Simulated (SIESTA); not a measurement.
## Co under changes of volume

One of the cells (10.688 Å³/atom); the others are scaled copies at fixed shape and fractional positions:

```xyz
4
Lattice="2.4706 0.0000 0.0000 -1.2353 2.1396 0.0000 0.0000 0.0000 8.0882" Properties=species:S:1:pos:R:3 pbc="T T T"
Co    1.2353    0.7132    6.0662
Co    0.0000    0.0000    4.0441
Co    0.0000    1.4264    2.0221
Co    0.0000    0.0000    0.0000
```

* Program: SIESTA 5.4.2
* Functional: PBEsol
* Potentials or basis: PseudoDojo 0.4 standard (PBEsol files)
* Basis: DZP (energy shift 0.003 Ry; two zetas on semicore shells)
* Grid cutoff: 800 Ry
* Energy shift: 0.003 Ry
* k mesh: 9 × 9 × 3
* Occupations: fermi-dirac, width 0.05 eV
* Spin: collinear spin, ferromagnetic start
* Starting moments: [2.0, 2.0, 2.0, 2.0] μB

```tsv
volume (Å³/atom)	energy over the lowest point (meV/atom)	pressure (GPa)	moment (μB per cell)
10.047	6.19	7.6	6.06
10.261	0.00	2.1	6.12
10.475	0.49	-2.5	6.18
10.688	7.19	-7.3	6.24
10.902	20.25	-12.0	6.30
11.116	38.96	-15.4	6.36
11.330	?	?	?
```

**Question.** What does the run at 11.330 Å³/atom give?

**Answer.** Energy over the lowest point 61.49 meV/atom; pressure -17.9 GPa; moment 6.45 μB per cell.

Worked out: A Birch-Murnaghan fit of order 3 (a polynomial in V^(-2/3)) to the other rows has its minimum at 10.35 Å³/atom with B0 = V·E''(V) = 237 GPa (rough, since the energies scatter) at fixed shape and positions, which overstates the stiffness. It gives 63.32 meV/atom at 11.330 Å³/atom, against the run's 61.49, and -dE/dV = -20.2 GPa, against -17.9. A straight line through the other rows of the moment, of slope 0.281 μB per Å³/atom, extrapolates to 6.42 μB, against the run's 6.45.

Energies are extrapolated to zero smearing.

Caveats: short orbitals over semicore shells can move pressures by several GPa; the basis of atomic orbitals isn't converged, which shifts pressures, moduli and gaps.
